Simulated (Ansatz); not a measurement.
**Sb: the crystal squeezed far**

Aim: compress Sb (diamond type) step by step, far beyond the usual range, and follow pressure and electronic structure. Methods of the runs shown: PAW. Its runs: cell relaxed at zero pressure (PAW); volume scaled by 1 (PAW); volume scaled by 0.9 (PAW); volume scaled by 0.8 (PAW); volume scaled by 0.7 (PAW); volume scaled by 0.6 (PAW and PAW (partial_waves polarizable)); volume scaled by 0.5 (PAW); volume scaled by 0.4 (PAW and PAW (core large)).

Method: DFT PBE, with the methods named in each step, in Ansatz 0.2.0.

## Step 1: The starting structure

It takes space group Fd-3m (No. 227, cubic). The conventional cell has a = 6.542 Å, b = 6.542 Å, c = 6.542 Å, α = 90.00°, β = 90.00°, γ = 90.00°. Sb (site symmetry -43m) has 4 Sb at 2.83 Å as nearest neighbours.

As a file:

```
CELL_PARAMETERS angstrom
0.00000 3.27107 3.27107
3.27107 0.00000 3.27107
3.27107 3.27107 0.00000
ATOMIC_POSITIONS crystal
Sb 0.87500 0.87500 0.87500
Sb 0.12500 0.12500 0.12500
```

Whether this phase is the stable one at these pressures isn't tested.

Atoms are numbered in the order of the input: Sb1, Sb2.

## Step 2: Cell relaxed at zero pressure, PAW

The input, input.yaml:

```yaml
crystal:
  lattice:
    - [0.0, 3.2710663102, 3.2710663102]
    - [3.2710663102, 0.0, 3.2710663102]
    - [3.2710663102, 3.2710663102, 0.0]
  atoms:
    - { symbol: Sb, position: [-0.125, -0.125, -0.125] }
    - { symbol: Sb, position: [0.125, 0.125, 0.125] }
kpoints:
  mp_grid: { grid: [10, 10, 10] }
scf:
  occupations: { method: fermi_dirac, width: 0.08 }
hamiltonian:
  xc: pbe
  pseudopotentials: { kind: paw }
output:
  forces: true
  stress: true
relax:
  f_tol: 0.005
  max_steps: 40
  cell: {}
```

Run with:

```bash
$ ansatz run input.yaml --threads 1 --pin off --max-ram 2048MiB --backend cpu --events-out ev --progress --plain --runs-dir out
```

Further steps of the session: Volume scaled by 1, PAW; Volume scaled by 0.9, PAW; Volume scaled by 0.8, PAW; Volume scaled by 0.7, PAW; Volume scaled by 0.6, PAW; Volume scaled by 0.6, PAW (partial_waves polarizable); Volume scaled by 0.5, PAW; Volume scaled by 0.4, PAW; Volume scaled by 0.4, PAW (core large).

Before running it: what results should come out? Wanted: PAW pressure at 0.4 of the volume; PAW; fitted bulk modulus at zero pressure.

As calculated:

| quantity | value |
| --- | --- |
| PAW pressure at 0.4 of the volume | 196.1 GPa |
| PAW (core large) pressure at 0.4 of the volume | 196.1 GPa |
| fitted bulk modulus at zero pressure (PAW) | 28.7 GPa |
| its pressure derivative | 4.24 |

**Reading.** At 0.4 of the starting volume PAW gives 196 GPa. One third-order Birch-Murnaghan curve follows these points (B₀ = 28.7 GPa, B′ = 4.24, misfit at most 0.37 GPa). A fit over so wide a range leans to the high pressures, so B₀ can be off by several per cent. No all-electron run checks these rows here, and frozen cores can fail under such compression. The ions are at rest, and the electrons smeared by 0.08 eV. Spin-orbit coupling is left out, though the cell holds Sb; in elements this heavy it can shift bands and gaps by tenths of an eV.
